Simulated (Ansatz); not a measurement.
# BaTiO3 under changes of volume

One of the cells (12.856 Å³/atom); the others are scaled copies at fixed shape and fractional positions:

```
Ba Ti O
1.0
     3.99980    0.00000    0.00000
     0.00000    3.99980    0.00000
     0.00000    0.00000    4.01800
Ba Ti O
1 1 3
Direct
  0.00000 0.00000 0.00000
  0.50000 0.50000 0.49000
  0.00000 0.50000 0.51700
  0.50000 0.00000 0.51700
  0.50000 0.50000 0.01900
```

```yaml
Program: Ansatz 0.2.0
Functional: r2SCAN
Potentials_or_basis: Ansatz PAW
Cutoff: "500 eV (not typed: the program's choice for these potentials)"
k_mesh: 7 × 7 × 7
Occupations: fermi-dirac, width 0.05 eV
Spin: spin-orbit coupling, no magnetisation
```

```tsv
volume (Å³/atom)	energy over the lowest point (meV/atom)	pressure (GPa)	gap on the mesh (eV)	largest force (eV/Å)
12.085	24.63	11.7	2.44	0.145
12.342	9.63	7.1	2.39	0.126
12.599	1.67	2.9	2.33	0.261
12.856	0.00	-0.8	2.28	0.392
13.113	3.97	-4.1	2.23	0.514
13.371	?	?	?	?
13.628	26.55	-9.8	2.12	0.733
```

What does the run at 13.371 Å³/atom give?

Energy over the lowest point 12.99 meV/atom; pressure -7.1 GPa; gap on the mesh 2.18 eV; largest force 0.627 eV/Å.

Worked out: A Birch-Murnaghan fit of order 3 (a polynomial in V^(-2/3)) to the other rows has its minimum at 12.80 Å³/atom with B0 = V·E''(V) = 179 GPa and B' = 4.5 at fixed shape and positions, which overstates the stiffness. It gives 13.02 meV/atom at 13.371 Å³/atom, against the run's 12.99, and -dE/dV = -7.1 GPa, against -7.1. A straight line through the other rows of the gap, of slope -2.66 eV per unit of ln V, gives 2.17 eV, against the run's 2.18.

Energies are extrapolated to zero smearing.

Caveats: odd divisions of the mesh miss points on the zone boundary, where band edges often lie, so the gap on the mesh can be too wide; the PAW data sets come from PBE, with cores solved anew for the run's functional, which leaves a small shift of forces and pressure.

A mesh can miss the band edges.
